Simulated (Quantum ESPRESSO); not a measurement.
The system is BAs.

```
As B
1.0
     0.00000    2.38850    2.38850
     2.38850    0.00000    2.38850
     2.38850    2.38850    0.00000
As B
1 1
Cartesian
  3.5827 3.5827 3.5827
  0.0000 0.0000 0.0000
```

- Program: Quantum ESPRESSO 7.5
- Task: phonons
- Functional: BLYP
- Potentials or basis: GBRV 1.5 PBE
- Cutoff: 612 eV
- Density cutoff: 4898 eV
- k mesh: 8 × 8 × 8, shifted
- Occupations: fermi-dirac, width 0.05 eV
- Spin: no spin polarisation
- Mixing beta: 0.5
- Most SCF iterations: 120
- SCF threshold: 4e-10 Ry

The first run showed a gap, so the response started from a second, tighter run with fixed occupations.

At Γ the optical frequencies without the macroscopic field are 705 705 705 cm⁻¹, at a pressure of 9.2 GPa.

**Question.** How do the modes respond when the cell is scaled evenly, at fixed shape?

**Answer.** The highest of these modes has a Grüneisen parameter of 0.99 and moves by +4.5 cm⁻¹ per GPa. None of the listed modes softens on compression. The pressures give a bulk modulus of about 154 GPa.

Frequencies at 99 % and 101 % of the volume (pressures 10.8 and 7.7 GPa), ions relaxed:
```csv
mode,99 % (cm⁻¹),101 % (cm⁻¹),Grüneisen parameter
4,712.1,698.1,0.99
5,712.1,698.1,0.99
6,712.1,698.1,0.99
```

Modes are matched by their order; those that don't vary smoothly over the three volumes are left out.

Caveat: the potentials were made for another functional, which shifts forces and pressure; the cell is more than 3 GPa from zero pressure, which shifts response properties; before the sum rule the acoustic modes lie tens of cm⁻¹ from zero, a sign that the density grid also shifts the optical modes.
